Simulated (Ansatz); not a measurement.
TaN: strain energy, fitted

TaN, P6_3mc, a = 3.134 Å, c = 6.087 Å. This isn't the usual stable structure of the compound. Ansatz: r2SCAN, PAW, 500 eV, Γ-centred 18×18×10 mesh on 4 atoms, Gaussian smearing 0.10 eV; no spin polarisation. Series: biaxial strain in the a-b plane, c and atoms relaxed; x is the strain in per cent. y is the free energy over the unstrained cell, V0 = 12.948 Å³/atom.

| x (%) | y (meV/atom) |
| --- | --- |
| -4.5 | 66.20 |
| -3.0 | 28.12 |
| -1.5 | ? |
| 0.0 | 0.00 |
| 1.5 | 6.30 |
| 3.0 | 24.52 |
| 4.5 | 53.51 |

Task: Fit y = c2 x² + c3 x³ to the other rows, turn c2 into a modulus, and predict the missing energy.

Result: Least squares on the rows shown. y = 2.9504 x² − 0.069410 x³. In eV per unit strain² c2 is 29.50; M is the biaxial modulus (E = M V0 ε²): 29.50 × 160.2 / (12.948) = 365 GPa. At x = -1.5 the fit asked for gives 6.87 meV/atom. The run gave 6.70 meV/atom, so the fit is 0.17 meV/atom too high, within the rms miss on the fitted rows (0.18 meV/atom).

Spin–orbit coupling is left out, which can shift energies with elements as heavy as these.